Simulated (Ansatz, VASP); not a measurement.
Zn: VASP beside Ansatz

Contents of INCAR:

```
SYSTEM = Zn
ALGO     = Fast           ! electronic algorithm
EDIFF    = 1E-8           ! SCF threshold, eV
ENCUT    = 520            ! plane-wave cutoff, eV
GGA      = PE             ! functional
ISIF     = 2              ! what is computed and relaxed
ISMEAR   = -1             ! smearing method
LASPH    = .TRUE.         ! aspherical terms in the spheres
LCHARG   = .FALSE.        ! write CHGCAR
LEFG     = .TRUE.       
LREAL    = .FALSE.        ! projectors in reciprocal space
LWAVE    = .FALSE.        ! write WAVECAR
NBANDS   = 19             ! bands
NELM     = 100            ! most SCF steps
PREC     = Accurate       ! precision mode
SIGMA    = 0.03           ! smearing width, eV
```

Contents of KPOINTS:

```
k-points
0
G
  18 18 8
  0 0 0
```

File POSCAR:

```
Zn
1.0
    2.6647980532      0.0000000000      0.0000000000
   -1.3323990266      2.3077828100      0.0000000000
    0.0000000000      0.0000000000      4.9467000000
Zn
2
Direct
    0.3333333333      0.6666666667      0.2904309944
    0.6666666667      0.3333333333      0.7500000000
```

Input for Ansatz:

```yaml
crystal:
  lattice:
    - [2.6647980532, 0.0, 0.0]
    - [-1.3323990266, 2.30778281, 0.0]
    - [0.0, 0.0, 4.9467]
  atoms:
    - { symbol: Zn, position: [0.3333333333, 0.6666666667, 0.2904309944] }
    - { symbol: Zn, position: [0.6666666667, 0.3333333333, 0.75] }
kpoints:
  mp_grid: { grid: [18, 18, 8] }
scf:
  occupations: { method: fermi_dirac, width: 0.03 }
hamiltonian:
  xc: pbe
  pseudopotentials: { kind: all_electron, datasets: crystal }
output:
  forces: true
  stress: true
  eigenvalues: true
  efg: { contact_densities: true }
```

Alike in both runs: task electric field gradients; functional PBE; k mesh 18 × 18 × 8; occupations fermi-dirac, width 0.03 eV; no spin polarisation.

|  | VASP | Ansatz |
| --- | --- | --- |
| version | VASP 6.6.1 | Ansatz 0.2.0 |
| potentials or method | VASP PAW PBE potentials, release 64 (Zn) | all-electron PAW with datasets made for the crystal, scalar-relativistic |
| plane-wave cutoff (eV) | 520 | see its input |

```tsv
	VASP	Ansatz	Ansatz less VASP
pressure (GPa)	1.1	0.7	-0.36
largest component of the traceless stress (GPa)	1.35	1.45	+0.099
rms of the force components (eV/Å)	0.286	0.281	-0.0055
Vzz of the field gradient on the site that differs most (V/Å²)	33.4	33.6	+0.22
```

Atom by atom the forces differ by 0.005 eV/Å (rms over components). Ansatz ran all-electron here, so the differences hold the error of VASP's frozen core and of both bases.
